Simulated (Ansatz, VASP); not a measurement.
## Pd in VASP and in Ansatz

File INCAR:

```
PREC = Accurate
ENCUT = 600
EDIFF = 1E-6
ISMEAR = -1
SIGMA = 0.08
LREAL = F
LASPH = T
NELM = 60
ALGO = Normal
ISIF = 3
LWAVE = F
LCHARG = F
GGA = PE
IBRION = 2
NSW = 60
EDIFFG = -0.005
```

Contents of KPOINTS:

```
Automatic mesh
0
Gamma
  19 19 19
```

POSCAR

```
Pd
1.0
    0.0000000000      1.9734833199      1.9734833199
    1.9734833199      0.0000000000      1.9734833199
    1.9734833199      1.9734833199      0.0000000000
Pd
1
Direct
    0.0000000000      0.0000000000      0.0000000000
```

Input for Ansatz:

```yaml
crystal:
  lattice:
    - [0.0, 1.9734833199, 1.9734833199]
    - [1.9734833199, 0.0, 1.9734833199]
    - [1.9734833199, 1.9734833199, 0.0]
  atoms:
    - { symbol: Pd, position: [0.0, 0.0, 0.0] }
kpoints:
  mp_grid: { grid: [19, 19, 19] }
scf:
  occupations: { method: fermi_dirac, width: 0.08 }
hamiltonian:
  xc: pbe
  pseudopotentials: { kind: paw }
output:
  forces: true
  stress: true
relax:
  f_tol: 0.005
  max_steps: 40
  cell: {}
```

Alike in both runs: task relaxation of cell and atoms; functional PBE; k mesh 19 × 19 × 19; occupations fermi-dirac, width 0.08 eV; no spin polarisation.

```csv
,VASP,Ansatz
version,VASP 6.6.1,Ansatz 0.2.0
potentials or method,"VASP PAW PBE potentials, release 64 (Pd)","PAW with Ansatz's default frozen-core files, scalar-relativistic"
plane-wave cutoff (eV),600,420
valence electrons in the cell,10,18
```

Ansatz gave:

| Property | Result |
| --- | --- |
| relaxed volume (Å³/atom) | 15.35 |
| relaxed cell length with the largest relative difference (Å) | 2.790 |

Problem. What did VASP give for the same quantities?

Solution. Relaxed volume (Å³/atom): 15.32; relaxed cell length with the largest relative difference (Å): 2.788.

The two sets of potentials don't hold the same shells in valence.
